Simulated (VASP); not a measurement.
The system is W.

```
CELL_PARAMETERS angstrom
-1.58234 1.58234 1.58234
1.58234 -1.58234 1.58234
1.58234 1.58234 -1.58234
ATOMIC_POSITIONS crystal
W 0.00000 0.00000 0.00000
```

```yaml
Program: VASP 6.6.1
Task: relaxation of cell and atoms
Functional: PBEsol
Dispersion: D3
Potentials_or_basis: VASP PAW PBE potentials, release 64 (W_sv)
Cutoff: 600 eV
k_mesh: 12 × 12 × 12
Occupations: fermi-dirac, width 0.05 eV
Spin: no spin polarisation
```

At the start: pressure -8.9 GPa; volume 15.85 Å³/atom.

Q: How do energy, volume and symmetry change on relaxing?

A: Over 4 steps the energy falls by 12.6 meV/atom and the volume is 15.41 Å³/atom (-2.8 %); space group Im-3m (No. 229, to 0.05 Å).

The path:
| step | energy change (eV) | largest force (eV/Å) | pressure (GPa) | volume (Å³) |
| --- | --- | --- | --- | --- |
| 1 | 0.0000 | 0.0000 | -8.93 | 15.85 |
| 2 | 0.1675 | 0.0000 | 41.97 | 13.91 |
| 3 | -0.0126 | 0.0000 | -0.42 | 15.42 |
| 4 | -0.0126 | 0.0000 | -0.02 | 15.41 |

Final structure:
```
CELL_PARAMETERS angstrom
-1.56756 1.56756 1.56756
1.56756 -1.56756 1.56756
1.56756 1.56756 -1.56756
ATOMIC_POSITIONS crystal
W 0.00000 0.00000 0.00000
```

Caveat: the PAW data sets were made with another functional, which shifts forces and pressure a little; pairwise dispersion overbinds metals, which lowers pressure and volume.
